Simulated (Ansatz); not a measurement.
# PbO2 (Fm-3m) in Ansatz: relaxation of the atoms with revPBE-LDA

Aim: the relaxation of the atoms of PbO2 with revPBE-LDA.

All numbers are computed with Ansatz 0.2.0; they aren't measurements. Logs are shortened: lines on timing, memory, paths and dates and some standing lists are left out, and cuts for length are marked.

## 1. The undisturbed crystal

It takes space group Fm-3m (No. 225, cubic). The conventional cell has a = 5.404 Å, b = 5.404 Å, c = 5.404 Å, α = 90.00°, β = 90.00°, γ = 90.00°. Pb (site symmetry m-3m) is surrounded by 8 O at 2.34 Å. O (site symmetry -43m) is surrounded by 4 Pb at 2.34 Å.

The cell comes from a database or a generator and needn't be the stable form of this composition.

## 2. Relaxation of the atoms, revPBE-LDA (atoms moved at random, drawn with an rms of 0.1 Å)

File input.yaml:

```yaml
crystal:
  lattice:
    - [0.0, 2.701992, 2.701992]
    - [2.701992, 0.0, 2.701992]
    - [2.701992, 2.701992, 0.0]
  atoms:
    - { symbol: Pb, position: [0.003977, 0.000701, -0.003115] }
    - { symbol: O, position: [0.729552, 0.747132, 0.770948] }
    - { symbol: O, position: [0.243226, 0.23403, 0.273671] }
kpoints:
  mp_grid: { grid: [7, 7, 7] }
scf:
  occupations: { method: gaussian, width: 0.1 }
hamiltonian:
  xc: { exchange: revpbe, correlation: lda }
  pseudopotentials:
    kind: all_electron
    lapw: { basis_error: 0.001 }
    dirac_shells: { Pb: ["4p", "4d"] }
output:
  forces: true
  stress: true
relax:
  f_tol: 0.005
  max_steps: 60
```

Potentials or basis: all-electron LAPW, inner shells corrected to Dirac's equation.

On the command line:

```sh
> ansatz run input.yaml --threads 2 --pin off --max-ram 6144MiB --backend cpu --events-out ev --progress --plain --runs-dir out
```

Output:

```text
Warning: RAYON_NUM_THREADS=2 ignored (pool sized by the plan → 2); use --threads N
The last accepted step is kept in <dir> (removed where the run ends without a failure and the disk answers)
LAPW: plane waves up to 9.778 Å⁻¹, error target 1.0e-3 eV per atom; small_component_spin mean_spin; O in spheres of 0.962 Å, 8 of its electrons in bands, Dirac shells []; Pb in spheres of 1.227 Å, 46 of its electrons in bands, Dirac shells [2p, 3p, 4p, 3d, 4d] (how accurate: hamiltonian.pseudopotentials.lapw.basis_error, Limitations)
Engine: ansatz 0.2.0, aarch64-unknown-linux-gnu
Pseudopotentials: kind: all_electron
Pseudopotential: Pb, LAPW, valence charge 46, lapw/all_electron/scalar/gaussian/Pb, Koelling and Harmon's equation with Dirac's for 2p 3p 4p 3d 4d, gaussian nucleus
Pseudopotential: O, LAPW, valence charge 8, lapw/all_electron/scalar/gaussian/O, Koelling and Harmon's equation, gaussian nucleus
Functional definition: unnamed
  exchange = pbe_x(kappa = 1.245)
  correlation = pw_c
Crystal: 3 atoms, lattice volume = 39.453 Å³
Basis set: ecut = 364.2784875841675 eV, 609 PW (Γ), exchange–correlation at level 2
Bands: 38, of which v1, the nominal top of the filled ones, is band 31 counted from 1 (30 counted from 0)
Symmetry: 1 space group operations
Space group: P1 (ITA 1), of the structure as read, at distance tolerance 3.4e-5 Å
k-points: 172 of 343 (time reversal used)
Non-local potential: Pb, projectors of the file, none
Non-local potential: O, projectors of the file, none
Initial density: superposition of atomic densities (chi_scale 0.1, normalization cell, long waves kept (reshape's long-wave potential 0.00 eV rms))
Initial wavefunctions: plane waves of lowest kinetic energy (no species holds an atomic orbital)
Functional: x = revpbe(κ = 1.245, μ = 0.2195149727645171), c = lda
iter 1 solved again at ethr=1.15e-2 eV; its pass at ethr=1.00e-1 eV (dr2=7.14e0 eV) is discarded
SCF iter   1: F=—  HF=-573549.349673 eV  |F-HF|=—  |Δ(HF+E_count)|=         —  Δρ=1.18e-1  dr2=7.14e0  ethr=1.15e-2  ⟨swp⟩=2.0  Hψ=39913  notcnv=0
preconditioner: auto → none  [insulator: Δε(μ)=0.207 eV  Ē_g=20.782 eV  σ=0.100 eV  W_gap=0.72  n_scr=14 (ndim 8)  ℏωp=30.1 eV  f_vac=0.116  D(μ)=0.09/eV (n_scr^D=0)  ε∞_Penn≈3.1]
SCF iter   2: F=—  HF=-573547.179049 eV  |F-HF|=—  |Δ(HF+E_count)|=    2.17e0  Δρ=4.75e-2  dr2=9.88e-1  ethr=1.15e-2  ⟨swp⟩=3.0  Hψ=18910  notcnv=0
preconditioner: auto → LDOS  [insulator: Δε(μ)=0.597 eV  Ē_g=20.551 eV  σ=0.100 eV  W_gap=0.59  n_scr=14 (ndim 8)  ℏωp=30.1 eV  f_vac=0.164  D(μ)=1.61/eV (n_scr^D=14)  ε∞_Penn≈3.2  β→1.0]
iter 3 solved again at ethr=5.91e-5 eV; its pass at ethr=1.59e-3 eV (dr2=3.66e-2 eV) is discarded
SCF iter   3: F=—  HF=-573545.953299 eV  |F-HF|=—  |Δ(HF+E_count)|=    1.23e0  Δρ=8.93e-3  dr2=3.67e-2  ethr=5.91e-5  ⟨swp⟩=2.0  Hψ=33746  notcnv=0
SCF iter   4: F=—  HF=-573545.964992 eV  |F-HF|=—  |Δ(HF+E_count)|=         —  Δρ=1.32e-3  dr2=5.99e-4  ethr=5.91e-5  ⟨swp⟩=2.3  Hψ=19818  notcnv=0
the basis was enlarged: its passes take 97.4 KiB over the memory plan, 2 of 2 planned eigensolver slots
SCF iter   5: F=—  HF=-573545.959075 eV  |F-HF|=—  |Δ(HF+E_count)|=   5.92e-3  Δρ=6.63e-4  dr2=7.41e-5  ethr=9.66e-7  ⟨swp⟩=3.0  Hψ=19748  notcnv=0
SCF iter   6: F=—  HF=-573545.959357 eV  |F-HF|=—  |Δ(HF+E_count)|=   2.82e-4  Δρ=1.30e-4  dr2=6.80e-6  ethr=1.20e-7  ⟨swp⟩=3.0  Hψ=20595  notcnv=0
SCF iter   7: F=-573545.959354 eV  HF=-573545.959354 eV  |F-HF|=2.37e-7  |Δ(HF+E_count)|=   2.94e-6  Δρ=4.04e-5  dr2=5.39e-7  ethr=1.10e-8  ⟨swp⟩=2.1  Hψ=18774  notcnv=0
SCF 1 converged in 7 iterations: F = -573545.959354 eV  dr2 = 5.39e-7
[... 16 lines left out ...]
SCF iter   3: F=—  HF=-573545.995082 eV  |F-HF|=—  |Δ(HF+E_count)|=   1.54e-4  Δρ=4.32e-4  dr2=1.11e-4  ethr=3.36e-7  ⟨swp⟩=3.0  Hψ=19754  notcnv=0
SCF iter   4: F=—  HF=-573545.995098 eV  |F-HF|=—  |Δ(HF+E_count)|=   1.60e-5  Δρ=4.82e-4  dr2=1.45e-4  ethr=1.80e-7  ⟨swp⟩=2.1  Hψ=18775  notcnv=0
SCF iter   5: F=—  HF=-573545.995070 eV  |F-HF|=—  |Δ(HF+E_count)|=   2.78e-5  Δρ=1.82e-4  dr2=1.90e-5  ethr=1.80e-7  ⟨swp⟩=2.0  Hψ=18756  notcnv=0
iter 6 solved again at ethr=1.67e-9 eV; its pass at ethr=3.06e-8 eV (dr2=1.03e-6 eV) is discarded
SCF iter   6: F=-573545.995066 eV  HF=-573545.995068 eV  |F-HF|=1.52e-6  |Δ(HF+E_count)|=   1.95e-6  Δρ=4.66e-5  dr2=1.03e-6  ethr=1.67e-9  ⟨swp⟩=2.0  Hψ=32009  notcnv=0
SCF 3 converged in 6 iterations: F = -573545.995066 eV  dr2 = 1.03e-6
relax step   3: F+E_penalty+E_count = -573545.99506639 eV  Δ(F+E_penalty+E_count) = -9.117e-3 eV  max|allowed force component| = 3.165e-3 eV/Å  Δτ_max = 0.0336 Å  (6 SCF iters, dr2 threshold 5.05e-6 eV, accepted)
iter 1 solved again at ethr=1.67e-9 eV; its pass at ethr=1.00e-1 eV (dr2=1.03e-6 eV) is discarded
SCF iter   1: F=—  HF=-573545.995068 eV  |F-HF|=—  |Δ(HF+E_count)|=         —  Δρ=4.66e-5  dr2=1.03e-6  ethr=1.67e-9  ⟨swp⟩=2.0  Hψ=26668  notcnv=0
preconditioner: auto → none  [insulator: Δε(μ)=0.207 eV  Ē_g=20.554 eV  σ=0.100 eV  W_gap=0.84  n_scr=14 (ndim 8)  ℏωp=30.1 eV  f_vac=0.183  D(μ)=0.44/eV (n_scr^D=0)  ε∞_Penn≈3.2]
SCF iter   2: F=—  HF=-573545.995069 eV  |F-HF|=—  |Δ(HF+E_count)|=   1.14e-6  Δρ=9.28e-5  dr2=5.51e-6  ethr=1.67e-9  ⟨swp⟩=3.0  Hψ=19596  notcnv=0
SCF iter   3: F=—  HF=-573545.995068 eV  |F-HF|=—  |Δ(HF+E_count)|=   1.41e-6  Δρ=1.74e-5  dr2=1.22e-7  ethr=1.67e-9  ⟨swp⟩=2.5  Hψ=18857  notcnv=0
SCF iter   4: F=-573545.995068 eV  HF=-573545.995068 eV  |F-HF|=3.03e-8  |Δ(HF+E_count)|=   8.96e-9  Δρ=8.27e-6  dr2=1.23e-8  ethr=1.97e-10  ⟨swp⟩=2.0  Hψ=18756  notcnv=0
SCF 4 converged in 4 iterations: F = -573545.995068 eV  dr2 = 1.23e-8
relax step   4: F+E_penalty+E_count = -573545.99506795 eV  Δ(F+E_penalty+E_count) = -1.562e-6 eV  max|allowed force component| = 3.391e-3 eV/Å  Δτ_max = 0.0000 Å  (4 SCF iters, accepted)
SCF converged after 4 iterations
Free energy (F): -573545.995068 eV
Harris-Foulkes:  -573545.995068 eV  (|F-HF|=3.03e-8)
Internal energy: -573545.992872 eV  (E = F + TS)
E sigma→0 (E₀):  -573545.993970 eV
Entropy (-TS):   -0.002196 eV (-0.732 meV/atom)
Fermi energy:    13.342332 eV
--- Per-component energies (eV) ---
  E_band       = -7947.426211
  E_kinetic    = 666135.242590
  E_xc         = -11213.549367
  E_electrostatic = -1228467.686095  (all electrons and nuclei)
  E_smearing   = -0.002196  (= −TS)
  E_closure    = 0.000000  (closes the sum)
  E_atoms      = -573533.279025  (free atoms, spherical and without spin; not in F)
  Σ components = -573545.995068   (vs F -573545.995068, Δ=0.00e0)
  Basis errors (estimates in eV, not in F): energy 5.8e-4 per atom: plane waves 5.5e-4 (3.1e-4 summed), levels above the bands 0.0e0, relativity 3.8e-7, radial functions 2.4e-5, core shells 3.0e-7; eigenvalues (radial functions only) 9.6e-6; not estimated: angular momenta, meshes, grids; target (lapw.basis_error) 1.0e-3; muffin-tin radii O 0.962 Å, Pb 1.227 Å
--- Forces (eV/Å), atoms counted from 1 ---
  atom   1  Pb     0.00339297    -0.00048164    -0.00229112
  atom   2  O     -0.00267109    -0.00038046     0.00145128
  atom   3  O     -0.00071544     0.00086481     0.00082865
  max |Σ_I F_I| component: 1.12e-5 eV/Å
--- Stress (GPa, compression-positive) ---
       12.908745      -0.000537       0.001090
       -0.000537      12.908763       0.001650
        0.001090       0.001650      12.908731
  P = ⅓ Tr σ = 12.9087 GPa (129.087 kbar)
--- Relaxed structure (4 steps of the walk, 4 accepted, 0 SCFs on fresh bases) ---
  F+E_penalty+E_count = -573545.99506795 eV   max|allowed force component| = 3.391e-3 eV/Å
  atoms:
    - { symbol: Pb, position: [-0.007631515069808, -0.006072877361378929, 0.013734110238937506] }
    - { symbol: O, position: [0.7421827037691274, 0.7439681155564036, 0.763916824806182] }
    - { symbol: O, position: [0.24220381130068036, 0.24396776180497548, 0.26385306495488076] }
```

Run time: 3.1 min. Hardware: 2 threads of Arm Neoverse V1, shared host; peak memory 0.77 GiB.

Results:

```
Free energy                  : -573545.9951 eV
Energy gained by relaxing    : 11.9 meV/atom
Ionic steps                  : 4
Pressure after relaxing      : 12.9 GPa
Largest force after relaxing : 0.004 eV/Å
```

Forces in eV/Å, atoms in the order of the input:
```
Pb   0.003  0.000 -0.002
O   -0.003  0.000  0.001
O   -0.001  0.001  0.001
```

Step by step:
```
step  energy change (eV)  largest force (eV/Å)
   1              0.0000                0.6455
   2             -0.0266                0.3384
   3             -0.0357                0.0037
   4             -0.0357                0.0041
```

Final structure:
```
Pb O
1.0
     0.00000    2.70199    2.70199
     2.70199    0.00000    2.70199
     2.70199    2.70199    0.00000
Pb O
1 2
Cartesian
  0.0207 0.0165 -0.0370
  4.0743 4.0695 4.0156
  1.3721 1.3674 1.3136
```
